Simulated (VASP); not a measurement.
# BN: convergence, relaxation of the atoms

BN, P1 (no. 1), 8 atoms in the cell. PBE, relaxation of the atoms; PAW potentials N, B (PBE set). VASP 6.6.1.

Wanted: energy within 1 meV/atom; two shortest distances of each atom within 0.01 Å.

POSCAR:
```
BN
1.0
    3.6260020000      0.0000000000      0.0000000000
    0.0000000000      3.6260020000      0.0000000000
    0.0000000000      0.0000000000      3.6260020000
N B
4 4
Direct
    0.2623240000      0.2579360000      0.2517080000
    0.7308220000      0.7595360000      0.2539230000
    0.7454620000      0.2533410000      0.7523600000
    0.2613410000      0.7427800000      0.7558400000
   -0.0083500000     -0.0108750000     -0.0138180000
    0.5171640000      0.4929960000     -0.0101940000
    0.4907810000     -0.0126770000      0.4955500000
    0.0004550000      0.5169630000      0.5146300000
```

The series start from Force threshold EDIFFG (eV/Å): -0.02; Electronic threshold EDIFF (eV): 1e-6; Relaxation method: conjugate gradient, POTIM 0.5; Mixing and least electronic steps: default. Each series keeps the choices made before it, and each single choice may use up half of a tolerance.

## Force threshold EDIFFG (eV/Å)

| Force threshold EDIFFG (eV/Å) | Energy less reference (meV/atom) | Two shortest distances of each atom, largest deviation (Å) | SCF iterations | Time (s) |
|---|---|---|---|---|
| -0.1 | 0.0 | 0.002 | 58 | 10 |
| -0.05 | 0.0 | 0.001 | 63 | 12 |
| -0.03 | 0.0 | 0.000 | 67 | 12 |
| -0.02 | 0.0 | 0.000 | 67 | 12 |
| -0.01 | 0.0 | 0.000 | 72 | 14 |
| -0.005 | 0.0 | 0.000 | 74 | 14 |
| -0.002 (reference) | 0.0 | 0.000 | 76 | 15 |

Chosen: -0.1, the loosest value from which every tighter one stays within half of the tolerance.

## Electronic threshold EDIFF (eV)

| Electronic threshold EDIFF (eV) | Energy less reference (meV/atom) | Two shortest distances of each atom, largest deviation (Å) | SCF iterations | Time (s) |
|---|---|---|---|---|
| 0.001 | 0.0 | 0.000 | 33 | 7.5 |
| 0.0001 | 0.0 | 0.000 | 40 | 8.4 |
| 1e-5 | 0.0 | 0.000 | 47 | 9.4 |
| 1e-6 | 0.0 | 0.000 | 58 | 10 |
| 1e-7 (reference) | 0.0 | 0.000 | 64 | 11 |

Chosen: 0.001.

## Relaxation method

| Relaxation method | Energy less reference (meV/atom) | Two shortest distances of each atom, largest deviation (Å) | Time (s) |
|---|---|---|---|
| conjugate gradient, POTIM 0.5 | 0.0 | 0.000 | 7.5 |
| conjugate gradient, POTIM 0.2 | 0.0 | 0.001 | 5.9 |
| conjugate gradient, POTIM 1.0 | 0.0 | 0.001 | 9.1 |
| quasi-Newton, POTIM 0.5 | 0.0 | 0.001 | 6.7 |
| quasi-Newton, POTIM 0.3, 10 steps kept | 0.0 | 0.001 | 5.3 |
| quasi-Newton, POTIM 0.5, at least 5 electronic steps | 0.0 | 0.001 | 7.2 |
| damped dynamics, POTIM 0.2, SMASS 0.4 | 0.0 | 0.001 | 16 |
| damped dynamics, POTIM 0.4, SMASS 0.8 | no result | no result | 123 |
| velocity quench, POTIM 0.1 | 0.0 | 0.001 | 6.6 |

Chosen: quasi-Newton, POTIM 0.3, 10 steps kept; it saves 2.2 s of 7.5, so conjugate gradient, POTIM 0.5 would do nearly as well.

## Mixing and least electronic steps

| Mixing and least electronic steps | Energy less reference (meV/atom) | Two shortest distances of each atom, largest deviation (Å) | SCF iterations | Time (s) |
|---|---|---|---|---|
| default | 0.0 | 0.000 | 24 | 5.3 |
| MAXMIX 40 | 0.0 | 0.000 | 23 | 5.2 |
| NELMIN 4 | 0.0 | 0.000 | 27 | 5.5 |
| NELMIN 4, MAXMIX 40 | 0.0 | 0.000 | 27 | 5.7 |
| ALGO Fast | 0.0 | 0.000 | 26 | 5.2 |

Chosen: default; no other choice that stays within half of the tolerance saves 30 % of the time.

## All choices together

| Input | Energy less reference (meV/atom) | Two shortest distances of each atom, largest deviation (Å) | Time (s) |
|---|---|---|---|
| program defaults (naive) | 0.0 | 0.002 | 7.9 |
| chosen settings | 0.0 | 0.001 | 5.3 |
| reference settings throughout | 0.0 | 0.000 | 16 |

The tolerance is met.

## The input

INCAR:
```
PREC = Normal
ENCUT = 500
EDIFF = 0.001
ISMEAR = 0
SIGMA = 0.05
LREAL = F
LASPH = T
NELM = 100
ALGO = Normal
LWAVE = F
LCHARG = F
IBRION = 1
NSW = 150
ISIF = 2
EDIFFG = -0.1
POTIM = 0.3
KPAR = 8
NFREE = 10
```

KPOINTS:
```
k-points
0
Gamma
  5 5 5
```

Commands:
```
cat potpaw_PBE.64/N/POTCAR potpaw_PBE.64/B/POTCAR > POTCAR
mpirun -np 8 vasp_std > vasp.out
```

The naive input happens to agree within the tolerance here, in 7.9 s.

Limits: the start was distorted on purpose (atoms moved at random), so the space group given is the start's and not the crystal's.

The chosen input took VASP 6.6.1 5.3 s on 8 cores (Intel Xeon 6975P-C (Granite Rapids)), a shared host.

## An input that fails: ionic step far too long

VASP's message: internal error in: us.F  at line: 1398 internal ERROR SETYLM_AUG: -3 18 677 37 -4 17 17 If you are not a developer, you should not encounter this problem. Please submit a bug report.

Changes against the starting input:
```
- NELM = 100
- IBRION = 2
- NSW = 150
- POTIM = 0.5
+ NELM = 60
+ IBRION = 3
+ NSW = 30
+ POTIM = 5.0
+ SMASS = 0.4
```
